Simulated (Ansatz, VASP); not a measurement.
Si: VASP beside Ansatz

Contents of INCAR:

```
ALGO = Normal
EDIFF = 1E-7
ENCUT = 520
GGA = PE
ISIF = 2
ISMEAR = -1
LASPH = T
LCHARG = F
LREAL = F
LWAVE = F
NBANDS = 8
NELM = 80
PREC = Accurate
SIGMA = 0.05
```

The input KPOINTS:

```
k-points
0
Gamma
  10 10 10
```

POSCAR

```
Si
1.0
    2.5321100000      0.0000000000      0.0000000000
    0.0000000000      2.5321100000      0.0000000000
    0.0000000000      0.0000000000      2.5321100000
Si
1
Direct
    0.5000000000      0.5000000000      0.5000000000
```

input.yaml

```yaml
crystal:
  lattice:
    - [2.53211, 0.0, 0.0]
    - [0.0, 2.53211, 0.0]
    - [0.0, 0.0, 2.53211]
  atoms:
    - { symbol: Si, position: [0.5, 0.5, 0.5] }
hamiltonian:
  xc: pbe
  pseudopotentials: { kind: paw }
kpoints:
  mp_grid: { grid: [10, 10, 10] }
scf:
  occupations: { method: fermi_dirac, width: 0.05 }
output:
  forces: true
  stress: true
  eigenvalues: true
```

The cell was built by a generator and needn't be a form met in nature.

Alike in both runs: task single point; functional PBE; k mesh 10 × 10 × 10; occupations fermi-dirac, width 0.05 eV; no spin polarisation.

```csv
,VASP,Ansatz
version,VASP 6.6.1,Ansatz 0.2.0
potentials or method,"VASP PAW PBE potentials, release 64 (Si)",Ansatz PAW
plane-wave cutoff (eV),520,420
valence electrons in the cell,4,4
```

|  | VASP | Ansatz | Ansatz less VASP |
| --- | --- | --- | --- |
| gap on the k mesh at the Fermi level (eV) | none | none | - |
| pressure (GPa) | 0.2 | 0.3 | +0.04 |

A gap of «none» marks a metal or a gap that the smearing closes. With one functional, cell and mesh, what is left measures potentials, basis and numerics.
